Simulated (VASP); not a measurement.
# Sb2Se5 (Pmmm) in VASP: relaxation of cell and atoms with PBE

Aim: the relaxation of cell and atoms of Sb2Se5 with PBE.

Program: VASP 6.6.1. These are calculated values, not measurements. Logs are shortened: lines on timing, memory, paths and dates and some standing lists are left out, and cuts for length are marked.

## 1. The crystal as given

It takes space group Pmmm (No. 47, orthorhombic). The conventional cell has a = 5.027 Å, b = 5.328 Å, c = 8.500 Å, α = 90.00°, β = 90.00°, γ = 90.00°. Around Sb (site symmetry mmm) lie 6 Se at 2.66 to 2.95 Å. Sb (site symmetry mmm) is surrounded by 6 Se at 2.51 to 2.71 Å. Se (site symmetry mm2) has 3 Sb at 2.71 to 2.95 Å and 1 Se at 3.08 Å as nearest neighbours. Around Se (site symmetry mmm) lie 2 Sb at 2.66 Å. Se (site symmetry mmm) is surrounded by 2 Sb at 2.51 Å. Around Se (site symmetry mmm) lie 2 Sb at 2.66 Å.

The cell was built by a generator and needn't be a form met in nature.

## 2. Relaxation of cell and atoms, PBE

Input file INCAR:

```
SYSTEM = Sb2Se5
  ALGO = Fast
  EDIFF = 1E-4
  EDIFFG = -0.08
  ENCUT = 520
  GGA = PE
  IBRION = 2
  ISIF = 3
  ISMEAR = 0
  LASPH = .True.
  LCHARG = .False.
  LREAL = .False.
  LWAVE = .False.
  NELM = 60
  NSW = 24
  PREC = Normal
  SIGMA = 0.15
```

Input file KPOINTS:

```
k-points
0
Gamma
  3 3 2
  0 0 0
```

Input file POSCAR:

```
Sb2Se5
1.0
    5.0272459000      0.0000000000      0.0000000000
    0.0000000000      5.3280330200      0.0000000000
    0.0000000000      0.0000000000      8.4999693800
Sb Se
2 5
Direct
    0.5000000000      0.0000000000      0.5000000000
    0.0000000000      0.0000000000      0.0000000000
    0.0000000000      0.0000000000      0.3190000100
    0.0000000000      0.0000000000      0.6809999900
    0.5000000000      0.5000000000      0.5000000000
    0.5000000000      0.0000000000      0.0000000000
    0.0000000000      0.5000000000      0.0000000000
```

Potentials or basis: VASP PAW PBE potentials, release 64 (Sb, Se).

Command:

```console
$ cat potpaw_PBE.64/Sb/POTCAR potpaw_PBE.64/Se/POTCAR > POTCAR
$ mpirun -np 1 vasp_std > vasp.out
```

OUTCAR:

```text
SYSTEM = Sb2Se5
   EDIFF = 1E-4
   EDIFFG = -0.08
   ENCUT = 520
   GGA = PE
   IBRION = 2
   ISIF = 3
   ISMEAR = 0
   LASPH = .True.
   LREAL = .False.
   NELM = 60
   NSW = 24
   PREC = Normal

 ion  position               nearest neighbor table
   1  0.500  0.000  0.500-   5 2.66   5 2.66   3 2.95   4 2.95   3 2.95   4 2.95
   2  0.000  0.000  0.000-   6 2.51   6 2.51   7 2.66   7 2.66   3 2.71   4 2.71
   3  0.000  0.000  0.319-   2 2.71   1 2.95   1 2.95
   4  0.000  0.000  0.681-   2 2.71   1 2.95   1 2.95
   5  0.500  0.500  0.500-   1 2.66   1 2.66
   6  0.500  0.000  0.000-   2 2.51   2 2.51
   7  0.000  0.500  0.000-   2 2.66   2 2.66

  LATTYP: Found a simple orthorhombic cell.
 ALAT       =     5.0272459000
 B/A-ratio  =     1.0598313920
 C/A-ratio  =     1.6907805087

  Lattice vectors:

 A1 = (   5.0272459000,   0.0000000000,   0.0000000000)
 A2 = (   0.0000000000,   5.3280330200,   0.0000000000)
 A3 = (   0.0000000000,   0.0000000000,   8.4999693800)

Analysis of symmetry for initial positions (statically):
=====================================================================
 Subroutine PRICEL returns:
 Original cell was already a primitive cell.

 Routine SETGRP: Setting up the symmetry group for a
 simple orthorhombic supercell.

 Subroutine GETGRP returns: Found  8 space group operations
 (whereof  8 operations were pure point group operations)
 out of a pool of  8 trial point group operations.

The static configuration has the point symmetry D_2h.

Analysis of symmetry for dynamics (positions and initial velocities):
=====================================================================
 Subroutine PRICEL returns:
 Original cell was already a primitive cell.

 Routine SETGRP: Setting up the symmetry group for a
 simple orthorhombic supercell.

 Subroutine GETGRP returns: Found  8 space group operations
 (whereof  8 operations were pure point group operations)
 out of a pool of  8 trial point group operations.

The dynamic configuration has the point symmetry D_2h.

 Subroutine INISYM returns: Found  8 space group operations
 (whereof  8 operations are pure point group operations),
 and found     1 'primitive' translations

----------------------------------------------------------------------------------------

                                     Primitive cell

  volume of cell :     227.6745

[... 84 lines left out ...]
   NSW    =     24    number of steps for IOM
   IBRION =      2    ionic relax: 0-MD 1-quasi-New 2-CG
   NFREE  =      1    steps in history (QN), initial steepest desc. (CG)
   ISIF   =      3    stress and relaxation
   ISYM   =      2    0-nonsym 1-usesym 2-fastsym
   POTIM  = 0.5000    time-step for ionic-motion
   TEBEG  =    0.0;   TEEND  =   0.0 temperature during run
   PSTRESS=    0.0 pullay stress
   NELECT =      40.0000    total number of electrons
   NUPDOWN=      -1.0000    fix difference up-down
   EMIN   =  10.00;   EMAX   =-10.00  energy-range for DOS
   EFERMI =   0.00;   METHOD = LEGACY
   ISMEAR =     0;   SIGMA  =   0.15  broadening in eV -4-tet -1-fermi 0-gaus
   EFERMI_NEDOS =   21; number of points for ismear=-14 and -15
   IALGO  =     68    algorithm
   IMIX   =      4    mixing-type and parameters
     AMIX     =   0.40;   BMIX     =  1.00
     AMIX_MAG =   1.60;   BMIX_MAG =  1.00
  volume/ion in A,a.u.               =      32.52       219.49
  Fermi-wavevector in a.u.,A,eV,Ry     =   0.916903  1.732695 11.438567  0.840711
  Thomas-Fermi vector in A             =   2.041811
   LORBIT       =      0    0 simple, 1 ext, 2 COOP (PROOUT), +10 PAW based schemes
   GGA     = PE    functional components
   LHFCALC =     F    Hartree Fock is set to
   AEXX    =    0.0000 exact exchange contribution
   IVDW    =     0    specifies the selected vdW correction
   LEPSILON=     F    determine dielectric tensor
   LRPA    =     F    only Hartree local field effects (RPA)
 conjugate gradient relaxation of ions
 non-spin polarized calculation
 RMM-DIIS sequential band-by-band and
 Gauss-broadening in eV      SIGMA  =   0.15
  energy-cutoff  :      520.00
  volume of cell :      227.67
 maximum number of plane-waves:      6156
   NGX = 19   NGY = 19   NGZ = 31

--------------------------------------- Ionic step        1  -------------------------------------------

 number of electron      39.9999959 magnetization

 Free energy of the ion-electron system (eV)
  ---------------------------------------------------
  ext. energy  EPLUGINS =         0.00000000
  ---------------------------------------------------
  free energy    TOTEN  =       -23.18693497 eV

  energy without entropy =      -23.09507509  energy(sigma->0) =      -23.14100503

------------------------ aborting loop because EDIFF is reached ----------------------------------------

  FORCE on cell =-STRESS in cart. coord.  units (eV):
  Direction    XX          YY          ZZ          XY          YZ          ZX
  --------------------------------------------------------------------------------------
  -------------------------------------------------------------------------------------
  Total        9.4807142      3.8002675     -1.4537808      0.0000000      0.0000000      0.0000000
  in kB       66.7171124     26.7430141    -10.2304585      0.0000000      0.0000000      0.0000000
  external PRESSURE =      27.7432226 kB  Pullay stress =       0.0000000 kB
[... 104 lines left out ...]
  FREE ENERGIE OF THE ION-ELECTRON SYSTEM (eV)
  ---------------------------------------------------
  free  energy   TOTEN  =       -23.5238791084 eV

  energy  without entropy=      -23.4097500546  energy(sigma->0) =      -23.46681458

[... ionic steps 4 to 13 ...]

--------------------------------------- Ionic step       14  -------------------------------------------

 number of electron      39.9999990 magnetization

------------------------ aborting loop because EDIFF is reached ----------------------------------------
[... 77 lines left out ...]
--------------------------------------- Ionic step       16  -------------------------------------------

 number of electron      39.9999986 magnetization

 Free energy of the ion-electron system (eV)
  ---------------------------------------------------
  ext. energy  EPLUGINS =         0.00000000
  ---------------------------------------------------
  free energy    TOTEN  =       -23.85201647 eV

  energy without entropy =      -23.72560274  energy(sigma->0) =      -23.78880960

 E-fermi :   1.5232     XC(G=0):  -8.0953

 val. band max:        1.5080871850   @ k =   0.3333   0.0000   0.5000
 cond. band min:       1.5470258644   @ k =   0.3333   0.3333   0.5000
 fundamental gap:      0.0389386794
 Fermi energy:         1.5232326843

 k-point     1 :       0.0000    0.0000    0.0000
  band No.  band energies     occupation
      1     -12.4579      2.00000
      2     -11.1904      2.00000
      3     -10.1489      2.00000
      4      -9.9822      2.00000
      5      -9.7996      2.00000
      6      -5.9387      2.00000
[... 239 lines left out ...]
  FREE ENERGIE OF THE ION-ELECTRON SYSTEM (eV)
  ---------------------------------------------------
  free  energy   TOTEN  =       -23.8520164659 eV

  energy  without entropy=      -23.7256027434  energy(sigma->0) =      -23.78880960

 reached required accuracy - stopping structural energy minimisation
```

Run time: 2.6 min. Hardware: 1 thread of Intel Xeon Platinum 8488C (Sapphire Rapids), shared host; peak memory 0.22 GiB.

What came out:

* Free energy: -23.8520 eV
* Relaxed volume: 33.90 Å³/atom
* Relaxed cell: a = 5.398 Å, b = 5.432 Å, c = 8.093 Å, α = 90.00°, β = 90.00°, γ = 90.00°
* Space group after relaxing (to 0.05 Å): Pmmm (No. 47)
* Energy gained by relaxing: 95.0 meV/atom
* Ionic steps: 16
* Pressure after relaxing: 0.0 GPa
* Largest force after relaxing: 0.060 eV/Å
* Band gap on the k mesh: none (metal or under the smearing width)

Forces on the atoms (eV/Å):
```
Sb   0.000  0.000  0.000
Sb   0.000  0.000  0.000
Se   0.000  0.000  0.060
Se   0.000  0.000 -0.060
Se   0.000  0.000  0.000
Se   0.000  0.000  0.000
Se   0.000  0.000  0.000
```

The path:
```tsv
step	energy change (eV)	largest force (eV/Å)	pressure (GPa)	volume (Å³)
1	0.0000	0.5392	2.77	227.67
2	-0.3360	0.8543	-1.27	246.41
3	-0.3369	0.8476	-1.12	245.32
4	-0.4693	0.9190	-0.70	240.80
5	-0.4188	0.0754	1.89	226.80
6	-0.5447	0.9194	-0.04	236.00
7	-0.5585	0.7991	0.46	232.82
8	-0.6178	0.1003	0.69	232.49
9	-0.6187	0.0093	0.67	232.52
10	-0.6608	0.0981	-0.02	237.01
11	-0.6626	0.1431	-0.22	238.60
12	-0.6628	0.1327	-0.27	238.38
13	-0.6624	0.1203	-0.15	237.70
14	-0.6628	0.1394	-0.08	238.04
15	-0.6628	0.1402	-0.13	238.26
16	-0.6651	0.0600	-0.01	237.29
```

Final structure:
```
CELL_PARAMETERS angstrom
5.39764 0.00000 0.00000
0.00000 5.43199 0.00000
0.00000 0.00000 8.09312
ATOMIC_POSITIONS crystal
Sb 0.50000 0.00000 0.50000
Sb 0.00000 0.00000 0.00000
Se 0.00000 0.00000 0.34626
Se 0.00000 0.00000 0.65374
Se 0.50000 0.50000 0.50000
Se 0.50000 0.00000 0.00000
Se 0.00000 0.50000 0.00000
```

Caveat: the k mesh is coarse (spacing up to 0.42 Å⁻¹), so the values aren't converged; the relaxation stopped at a loose force limit of 0.08 eV/Å, so its end isn't a converged minimum.
